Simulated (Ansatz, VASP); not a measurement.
**MgO in VASP and in Ansatz**

```
Mg O
1.0
     2.93802    0.00000    0.00000
    -1.46901    2.54440    0.00000
     0.00000    0.00000    2.67968
Mg O
1 1
Direct
  0.00000 0.00000 0.92536
  0.33333 0.66667 0.50000
```

Alike in both runs: task single point; functional PBEsol; k mesh 9 × 9 × 8; occupations gaussian, width 0.05 eV; no spin polarisation.

|  | VASP | Ansatz |
| --- | --- | --- |
| version | VASP 6.6.1 | Ansatz 0.2.0 |
| potentials or method | VASP PAW PBE potentials, release 64 (Mg, O) | scalar-relativistic, plane waves, PAW |
| plane-wave cutoff (eV) | 520 | 420 |
| valence electrons in the cell | 8 | 16 |

|  | VASP | Ansatz | Ansatz less VASP |
| --- | --- | --- | --- |
| gap on the k mesh at the Fermi level (eV) | 2.87 | 2.87 | +0.002 |
| least direct gap on the mesh (eV) | 3.33 | 3.33 | 0.000 |
| pressure (GPa) | -0.9 | -0.5 | +0.42 |
| largest component of the traceless stress (GPa) | 0.39 | 0.49 | +0.095 |
| rms of the force components (eV/Å) | 0.404 | 0.397 | -0.0064 |

Atom by atom the forces differ by 0.006 eV/Å (rms over components). The two sets of potentials don't hold the same shells in valence.

Caveats: the PAW data sets were made with another functional, which shifts forces and pressure a little (VASP); an odd mesh through Γ misses points on the zone boundary, where band edges often lie.
